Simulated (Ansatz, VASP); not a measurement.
# One calculation of AlN, two programs

```
Al N
1.0
     3.11000    0.00000    0.00000
    -1.55500    2.69334    0.00000
     0.00000    0.00000    5.02980
Al N
2 2
Direct
  0.66667 0.33333 0.00102
  0.33333 0.66667 0.50102
  0.66667 0.33333 0.38098
  0.33333 0.66667 0.88098
```

Change from the starting cell: z stretched by +1 %, ions relaxed.

Alike in both runs: functional PBE; k mesh 11 × 11 × 6; occupations fermi-dirac, width 0.02 eV; no spin polarisation.

Ansatz relaxed the structure, and its values are those at the end. VASP's run is a single point on that final structure, the one shown.

```csv
,VASP,Ansatz
version,VASP 6.6.1,Ansatz 0.2.0
potentials or method,"VASP PAW PBE potentials, release 64 (Al, N)","plane-wave PAW, scalar-relativistic"
plane-wave cutoff (eV),520,420
valence electrons in the cell,16,16
```

Ansatz gave:

| Property | Result |
| --- | --- |
| gap on the k mesh at the Fermi level (eV) | 4.17 |
| pressure (GPa) | 2.2 |

Q: Which values does VASP return?

A: gap on the k mesh at the Fermi level (eV): 4.18; pressure (GPa): 1.9.

With one functional, cell and mesh, what is left measures potentials, basis and numerics. Ansatz warned: «stress_scf_threshold_loose».

Caveats: an odd mesh through Γ misses points on the zone boundary, where band edges often lie.
